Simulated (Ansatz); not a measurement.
**CdI₂ — 127I NMR of the central transition**

Cell: a computed structure from the Materials Project (it need not be an observed phase), atoms as given.

Space group P-3m1 (No. 164); a = 4.2894, c = 36.3728 Å, γ = 120.00°.

```
site  Wyckoff  site symmetry       x       y       z
 Cd1       2d            3m.  0.6667  0.3333  0.8001
 Cd2       2c            3m.  0.0000  0.0000  0.4001
 Cd5       1a           -3m.  0.0000  0.0000  0.0000
  I6       2d            3m.  0.6667  0.3333  0.9527
  I8       2d            3m.  0.6667  0.3333  0.1526
  I9       2d            3m.  0.3333  0.6667  0.4473
 I11       2d            3m.  0.6667  0.3333  0.3527
 I12       2c            3m.  0.0000  0.0000  0.7528
```

One atom of each set is listed.

The numbers come from a DFT calculation in Ansatz (r2SCAN, plane waves and PAW, scalar-relativistic, 500 eV cutoff, Γ-centred 8×8×1 k-points, Fermi–Dirac smearing 0.02 eV).

127I has I = 5/2 and Q = -688.2 mb (Pyykkö 2018); at 23.5 T its Larmor frequency is ν₀ = 201.6 MHz (from the bare nuclear moment; shielding lowers the observed one by a per cent or two). Only the quadrupole interaction is simulated: positions count from each site's isotropic chemical shift, and shift anisotropy, dipolar and J coupling are left out.

(1) Give C_Q, η, the quadrupolar product P_Q = |C_Q|(1 + η²/3)^½, the second-order isotropic shift and the breadth of the pattern (static powder) for each I site.

Answers

(1) 

```tsv
site	first shell	C_Q (MHz)	η	P_Q (MHz)	δ_QIS (ppm)	breadth (kHz)
I6	3 Cd at 3.02 Å	92.8	0.00	92.8	-1271	1334
I8	3 Cd at 3.02 Å	95.8	0.00	95.8	-1355	1422
I9	3 Cd at 3.01 Å	95.6	0.00	95.6	-1350	1418
I11	3 Cd at 3.02 Å	94.1	0.00	94.1	-1308	1373
I12	3 Cd at 3.02 Å	92.9	0.00	92.9	-1275	1339
```

δ_QIS = −(ν_Q²/30ν₀²)[I(I+1) − 3/4](1 + η²/3) × 10⁶ ppm with ν_Q = 3|C_Q|/[2I(2I−1)]; it falls as 1/B₀² in ppm, and the breadth as 1/B₀ in kHz.

An axis of threefold or higher order runs through I6, I8, I9, I11 and I12, so V_zz lies along it and η is zero.

Without spin–orbit coupling the gradients at and beside I can be off by some per cent, at some sites by more. With these PAW files V_zz is typically within 2 to 3 % of all-electron values, but misses above 10 % occur on I.
